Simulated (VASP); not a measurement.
# Ti (P6_3/mmc) in VASP: notebook, part 2 of 2

VASP 6.6.1. Earlier steps stand in the parts before.

### Step 3. Relaxation of shape and atoms at fixed volume, PBE (a relaxed cell with its volume scaled by 1.02)

INCAR

```
PREC     = Accurate       # precision mode
ENCUT    = 600            # plane-wave cutoff, eV
EDIFF    = 1E-7           # SCF threshold, eV
ISMEAR   = 1              # smearing method
SIGMA    = 0.1            # smearing width, eV
LREAL    = F              # projectors in reciprocal space
LASPH    = T              # aspherical terms in the spheres
NELM     = 80             # most SCF steps
ALGO     = Fast           # electronic algorithm
ISIF     = 4              # what is computed and relaxed
LWAVE    = F              # write WAVECAR
LCHARG   = F              # write CHGCAR
GGA      = PE             # functional
IBRION   = 2              # ionic algorithm
NSW      = 40             # ionic steps
EDIFFG   = -0.01          # ionic threshold
```

KPOINTS

```
regular mesh
0
Gamma
  15 15 8
```

POSCAR

```
Ti                                      
1.0
    2.9565273218      0.0000000000      0.0000000000
   -1.4782636609      2.5604277677     -0.0000000000
    0.0000000000     -0.0000000000      4.6758490236
  Ti            
     2
Direct
     0.3333333332999970    0.6666666667000030    0.2500000000000000
     0.6666666667000030    0.3333333332999970    0.7500000000000000
```

Potentials or basis: VASP PAW PBE potentials, release 64 (Ti_sv).

The run is started by

```console
$ cat potpaw_PBE.64/Ti_sv/POTCAR > POTCAR
$ mpirun -np 1 vasp_std > vasp.out
```

OUTCAR:

```text
PREC = Accurate
   ENCUT = 600
   EDIFF = 1E-7
   ISMEAR = 1
   LREAL = F
   LASPH = T
   NELM = 80
   ISIF = 4
   GGA = PE
   IBRION = 2
   NSW = 40
   EDIFFG = -0.01

 ion  position               nearest neighbor table
   1  0.333  0.667  0.250-   2 2.89   2 2.89   2 2.89   2 2.89   2 2.89   2 2.89
   2  0.667  0.333  0.750-   1 2.89   1 2.89   1 2.89   1 2.89   1 2.89   1 2.89

  LATTYP: Found a hexagonal cell.
 ALAT       =     2.9565273218
 C/A-ratio  =     1.5815341834

  Lattice vectors:

 A1 = (   2.9565273218,   0.0000000000,   0.0000000000)
 A2 = (  -1.4782636609,   2.5604277677,   0.0000000000)
 A3 = (   0.0000000000,   0.0000000000,   4.6758490236)

Analysis of symmetry for initial positions (statically):
=====================================================================
 Subroutine PRICEL returns:
 Original cell was already a primitive cell.

 Routine SETGRP: Setting up the symmetry group for a
 hexagonal supercell.

 Subroutine GETGRP returns: Found 24 space group operations
 (whereof 12 operations were pure point group operations)
 out of a pool of 24 trial point group operations.

The static configuration has the point symmetry D_3d.
 The point group associated with its full space group is D_6h.

Analysis of symmetry for dynamics (positions and initial velocities):
=====================================================================
 Subroutine PRICEL returns:
 Original cell was already a primitive cell.

 Routine SETGRP: Setting up the symmetry group for a
 hexagonal supercell.

 Subroutine GETGRP returns: Found 24 space group operations
 (whereof 12 operations were pure point group operations)
 out of a pool of 24 trial point group operations.

The dynamic configuration has the point symmetry D_3d.
 The point group associated with its full space group is D_6h.

 Subroutine INISYM returns: Found 24 space group operations
 (whereof 12 operations are pure point group operations),
 and found     1 'primitive' translations

[... 119 lines left out ...]
   GGA     = PE    functional components
   LHFCALC =     F    Hartree Fock is set to
   AEXX    =    0.0000 exact exchange contribution
   IVDW    =     0    specifies the selected vdW correction
   LEPSILON=     F    determine dielectric tensor
   LRPA    =     F    only Hartree local field effects (RPA)
 conjugate gradient relaxation of ions
 non-spin polarized calculation
 RMM-DIIS sequential band-by-band and
 Methfessel and Paxton  Order N= 1 SIGMA  =   0.10
  energy-cutoff  :      600.00
  volume of cell :       35.40
 maximum number of plane-waves:      1194
 NGX is ok and might be reduce to    24
   NGX = 11   NGY = 11   NGZ = 19

 number of electron      23.9999998 magnetization

 Free energy of the ion-electron system (eV)
  ---------------------------------------------------
  ext. energy  EPLUGINS =         0.00000000
  ---------------------------------------------------
  free energy    TOTEN  =       -15.66719255 eV

  energy without entropy =      -15.66790964  energy(sigma->0) =      -15.66743158

 E-fermi :   8.1466     XC(G=0): -11.4097

 val. band max:        8.1411517578   @ k =   0.0667   0.0000   0.5000
 cond. band min:       8.1533405120   @ k =   0.3333   0.3333   0.2500
 fundamental gap:      0.0121887541
 Fermi energy:         8.1466260034

 k-point     1 :       0.0000    0.0000    0.0000
  band No.  band energies     occupation
      1     -48.7601      2.00000
      2     -48.6329      2.00000
      3     -25.3321      2.00000
      4     -24.7194      2.00000
      5     -24.7194      2.00000
      6     -24.6646      2.00000
[... 433 lines left out ...]
      3     -25.1144      2.00000
      4     -25.0019      2.00000
      5     -24.9992      2.00000
      6     -24.9303      2.00000
[... 8 lines left out ...]
     15       9.4454     -0.00000
     16      11.1048      0.00000

 [... further k-points ...]

------------------------ aborting loop because EDIFF is reached ----------------------------------------

  FORCE on cell =-STRESS in cart. coord.  units (eV):
  Direction    XX          YY          ZZ          XY          YZ          ZX
  --------------------------------------------------------------------------------------
  -------------------------------------------------------------------------------------
  Total       -0.4870877     -0.4870877     -0.4857320      0.0000000      0.0000000      0.0000000
  in kB      -22.0476750    -22.0476750    -21.9863103      0.0000000      0.0000000      0.0000000
  external PRESSURE =     -22.0272201 kB  Pullay stress =       0.0000000 kB

 VOLUME and BASIS-vectors are now :
 -----------------------------------------------------------------------------
  energy-cutoff  :      600.00
  volume of cell :       35.40
      direct lattice vectors                 reciprocal lattice vectors
     2.956527322  0.000000000  0.000000000     0.338234655  0.195279869  0.000000000
    -1.478263661  2.560427768  0.000000000     0.000000000  0.390559739  0.000000000
     0.000000000  0.000000000  4.675849024     0.000000000  0.000000000  0.213864903

 POSITION                                       TOTAL-FORCE (eV/Angst)
 -----------------------------------------------------------------------------------
     -0.00000      1.70695      1.16896        -0.000000      0.000000      0.000000
      1.47826      0.85348      3.50689         0.000000     -0.000000      0.000000
 -----------------------------------------------------------------------------------
    total drift:                                0.000000     -0.000000      0.000000

  FREE ENERGIE OF THE ION-ELECTRON SYSTEM (eV)
  ---------------------------------------------------
  free  energy   TOTEN  =       -15.6671925538 eV

  energy  without entropy=      -15.6679096372  energy(sigma->0) =      -15.66743158

 reached required accuracy - stopping structural energy minimisation
```

OSZICAR:

```text
N       E                     dE             d eps       ncg     rms          rms(c)
DAV:   1     0.262118940130E+03    0.26212E+03   -0.14660E+04  4320   0.204E+03
DAV:   2     0.112966682595E+02   -0.25082E+03   -0.24950E+03  4456   0.520E+02
DAV:   3    -0.165059039674E+02   -0.27803E+02   -0.27608E+02  8520   0.141E+02
DAV:   4    -0.177440290520E+02   -0.12381E+01   -0.12377E+01  4592   0.311E+01
[... 45 lines left out ...]
RMM:  50    -0.156671935382E+02    0.28501E-06   -0.88598E-07  4470   0.797E-03    0.196E-02
RMM:  51    -0.156671930713E+02    0.46697E-06   -0.10955E-06  4601   0.975E-03    0.152E-02
RMM:  52    -0.156671928201E+02    0.25120E-06   -0.83967E-07  4273   0.870E-03    0.114E-02
RMM:  53    -0.156671925714E+02    0.24867E-06   -0.83685E-07  4535   0.930E-03    0.675E-03
RMM:  54    -0.156671925538E+02    0.17606E-07   -0.50364E-07  3670   0.504E-03
   1 F= -.15667193E+02 E0= -.15667432E+02  d E =-.156672E+02
```

CONTCAR:

```text
Ti
   1.00000000000000
     2.9565273217999999    0.0000000000000000    0.0000000000000000
    -1.4782636608999999    2.5604277676999998    0.0000000000000000
     0.0000000000000000    0.0000000000000000    4.6758490235999997
  Ti
     2
Direct
     0.3333333332999970    0.6666666667000030    0.2500000000000000
     0.6666666667000030    0.3333333332999970    0.7500000000000000

  0.00000000E+00  0.00000000E+00  0.00000000E+00
  0.00000000E+00  0.00000000E+00  0.00000000E+00
```

Wall time 7.6 min (1 thread of AMD EPYC 7R43 (Zen 3), shared host); peak memory 0.17 GiB.

Results:

| Item | Value |
| --- | --- |
| Free energy | -15.6672 eV |
| Pressure after relaxing | -2.2 GPa |
| Band gap on the k mesh | none (metal or under the smearing width) |

Final structure:
```
CELL_PARAMETERS angstrom
2.95653 0.00000 0.00000
-1.47826 2.56043 0.00000
0.00000 0.00000 4.67585
ATOMIC_POSITIONS crystal
Ti 0.33333 0.66667 0.25000
Ti 0.66667 0.33333 0.75000
```

Levels at points of the mesh, in eV from the Fermi level:
```tsv
k point	band 9	band 10	band 11	band 12	band 13	band 14	band 15	band 16
(0.00, 0.00, 0.00)	-6.17	-2.65	0.72	0.75	0.75	0.87	1.24	1.24
(0.00, 0.00, 0.50)	-4.34	-4.34	0.08	0.08	0.66	0.66	0.66	0.66
```

Caveat: the relaxation stopped at its first step, so nothing moved.

### Step 4. Relaxation of shape and atoms at fixed volume, PBE (a relaxed cell with its volume scaled by 1.04)

INCAR is that of step 3.

KPOINTS is that of step 3.

POSCAR

```
Ti                                      
1.0
    2.9757260891      0.0000000000      0.0000000000
   -1.4878630446      2.5770543879     -0.0000000000
    0.0000000000     -0.0000000000      4.7062125304
  Ti            
     2
Direct
     0.3333333332999970    0.6666666667000030    0.2500000000000000
     0.6666666667000030    0.3333333332999970    0.7500000000000000
```

The run is started by

```console
$ cat potpaw_PBE.64/Ti_sv/POTCAR > POTCAR
$ mpirun -np 1 vasp_std > vasp.out
```

Wall time 6.8 min (1 thread of AMD EPYC 7R43 (Zen 3), shared host); peak memory 0.18 GiB.

It converged, with:

```yaml
Free_energy: -15.6540 eV
Pressure_after_relaxing: -4.1 GPa
Band_gap_on_the_k_mesh: none (metal or under the smearing width)
```

Final structure:
```yaml
crystal:
  lattice:
    - [2.97573, 0.00000, 0.00000]
    - [-1.48786, 2.57705, 0.00000]
    - [0.00000, 0.00000, 4.70621]
  atoms:
    - { symbol: Ti, position: [0.33333, 0.66667, 0.25000] }
    - { symbol: Ti, position: [0.66667, 0.33333, 0.75000] }
```

Levels at points of the mesh, in eV from the Fermi level:
| k point | band 10 | band 11 | band 12 | band 13 | band 14 | band 15 |
| --- | --- | --- | --- | --- | --- | --- |
| (0.00, 0.00, 0.00) | -2.61 | 0.68 | 0.74 | 0.74 | 0.85 | 1.21 |
| (0.00, 0.00, 0.50) | -4.31 | 0.08 | 0.08 | 0.65 | 0.65 | 0.65 |

Caveat: the relaxation stopped at its first step, so nothing moved.

### Step 5. Relaxation of shape and atoms at fixed volume, PBE (a relaxed cell with its volume scaled by 1.06)

INCAR is that of step 4.

KPOINTS is that of step 4.

POSCAR

```
Ti                                      
1.0
    2.9946802695      0.0000000000      0.0000000000
   -1.4973401347      2.5934691896     -0.0000000000
    0.0000000000     -0.0000000000      4.7361892146
  Ti            
     2
Direct
     0.3333333332999970    0.6666666667000030    0.2500000000000000
     0.6666666667000030    0.3333333332999970    0.7500000000000000
```

The run is started by

```console
$ cat potpaw_PBE.64/Ti_sv/POTCAR > POTCAR
$ mpirun -np 1 vasp_std > vasp.out
```

It took 11 min on 1 thread of AMD EPYC 7R43 (Zen 3), shared host; peak memory 0.18 GiB.

Results (log left out):

```yaml
Free_energy: -15.6327 eV
Pressure_after_relaxing: -5.9 GPa
Band_gap_on_the_k_mesh: none (metal or under the smearing width)
```

Final structure:
```xyz
2
Lattice="2.9947 0.0000 0.0000 -1.4973 2.5935 0.0000 0.0000 0.0000 4.7362" Properties=species:S:1:pos:R:3 pbc="T T T"
Ti    0.0000    1.7290    1.1840
Ti    1.4973    0.8645    3.5521
```

Levels at points of the mesh, in eV from the Fermi level:
```
           k point  band 9  band 10  band 11  band 12  band 13  band 14  band 15  band 16
(0.00, 0.00, 0.00)   -6.08    -2.56     0.63     0.73     0.73     0.83     1.19     1.19
(0.00, 0.00, 0.50)   -4.29    -4.29     0.07     0.07     0.64     0.64     0.64     0.64
```

Caveat: the relaxation stopped at its first step, so nothing moved.

### Step 6. Relaxation of cell and atoms, LDA

This run uses another cell than the first one, of 17.64 Å³/atom, 1.016 times its volume.

INCAR

```
SYSTEM = Ti
PREC     = Accurate       ! precision mode
ENCUT    = 600            ! plane-wave cutoff, eV
EDIFF    = 1E-6           ! SCF threshold, eV
ISMEAR   = 1              ! smearing method
SIGMA    = 0.1            ! smearing width, eV
LREAL    = .FALSE.        ! projectors in reciprocal space
LASPH    = .TRUE.         ! aspherical terms in the spheres
NELM     = 80             ! most SCF steps
ALGO     = Normal         ! electronic algorithm
ISIF     = 3              ! what is computed and relaxed
LWAVE    = .FALSE.        ! write WAVECAR
LCHARG   = .FALSE.        ! write CHGCAR
IBRION   = 2              ! ionic algorithm
NSW      = 90             ! ionic steps
EDIFFG   = -0.01          ! ionic threshold
```

KPOINTS

```
Automatic mesh
0
G
  15 15 8
  0 0 0
```

POSCAR

```
Ti
1.0
    2.9500000000      0.0000000000      0.0000000000
   -1.4750000000      2.5547749412      0.0000000000
    0.0000000000      0.0000000000      4.6800000000
Ti
2
Direct
    0.3333333333      0.6666666667      0.2500000000
    0.6666666667      0.3333333333      0.7500000000
```

Potentials or basis: VASP PAW LDA potentials, release 64 (Ti_sv).

The run is started by

```console
$ cat potpaw_LDA.64/Ti_sv/POTCAR > POTCAR
$ mpirun -np 1 vasp_std > vasp.out
```

Run time: 2.5 min. Hardware: 1 thread of Intel Xeon 6975P-C (Granite Rapids), shared host; peak memory 0.21 GiB.

It converged, with:

```
Free energy                            : -17.1001 eV
Relaxed volume                         : 16.07 Å³/atom
Relaxed cell                           : a = 2.865 Å, b = 2.865 Å, c = 4.523 Å, α = 90.00°, β = 90.00°, γ = 120.00°
Space group after relaxing (to 0.05 Å) : P6_3/mmc (No. 194)
Energy gained by relaxing              : 51.9 meV/atom
Ionic steps                            : 13
Pressure after relaxing                : 0.0 GPa
Band gap on the k mesh                 : none (metal or under the smearing width)
```

The path:
```tsv
step	energy change (eV)	largest force (eV/Å)	pressure (GPa)	volume (Å³)
1	0.0000	0.0000	-9.86	35.27
2	-0.0421	0.0000	9.70	30.01
3	-0.1037	0.0000	-0.06	32.17
4	-0.1037	0.0000	0.10	32.11
5	-0.1038	0.0000	-0.02	32.15
6	-0.1038	0.0000	0.03	32.16
7	-0.1038	0.0000	-0.09	32.17
8	-0.1038	0.0000	-0.09	32.17
9	-0.1038	0.0000	-0.14	32.16
10	-0.1038	0.0000	-0.07	32.16
11	-0.1038	0.0000	-0.07	32.16
12	-0.1038	0.0000	-0.05	32.16
13	-0.1038	0.0000	0.01	32.14
```

Final structure:
```
CELL_PARAMETERS angstrom
2.86470 0.00000 0.00000
-1.43235 2.48090 0.00000
0.00000 0.00000 4.52254
ATOMIC_POSITIONS crystal
Ti 0.33333 0.66667 0.25000
Ti 0.66667 0.33333 0.75000
```

Levels at points of the mesh, in eV from the Fermi level:
```tsv
k point	band 9	band 10	band 11	band 12	band 13	band 14	band 15	band 16
(0.00, 0.00, 0.00)	-6.32	-2.90	0.76	0.76	0.92	1.12	1.32	1.32
(0.00, 0.00, 0.50)	-4.35	-4.35	0.07	0.07	0.64	0.64	0.64	0.64
```

LDA usually gives volumes a few per cent too small. Zero-point motion and thermal expansion aren't in these numbers.

### Step 7. Summary

```csv
task,level,potentials or basis,cell,gap on the mesh (eV),pressure (GPa)
relaxation of shape and atoms at fixed volume,PBE,"VASP PAW PBE potentials, release 64 (Ti_sv)",atoms relaxed at fixed volume,none,-0.1
relaxation of shape and atoms at fixed volume,PBE,"VASP PAW PBE potentials, release 64 (Ti_sv)",atoms relaxed at fixed volume from: a relaxed cell with its volume scaled by 1.02,none,-2.2
relaxation of shape and atoms at fixed volume,PBE,"VASP PAW PBE potentials, release 64 (Ti_sv)",atoms relaxed at fixed volume from: a relaxed cell with its volume scaled by 1.04,none,-4.1
relaxation of shape and atoms at fixed volume,PBE,"VASP PAW PBE potentials, release 64 (Ti_sv)",atoms relaxed at fixed volume from: a relaxed cell with its volume scaled by 1.06,none,-5.9
relaxation of cell and atoms,LDA,"VASP PAW LDA potentials, release 64 (Ti_sv)",relaxed,none,0.0
```

Alike in all rows: no spin polarisation; k mesh 15 × 15 × 8; cutoff (eV) 600; smearing methfessel-paxton 0.1 eV.

Caveats: the relaxation stopped at its first step, so nothing moved (some runs).

Total energies depend on the potentials used, so only differences within one code and one set of settings carry meaning.
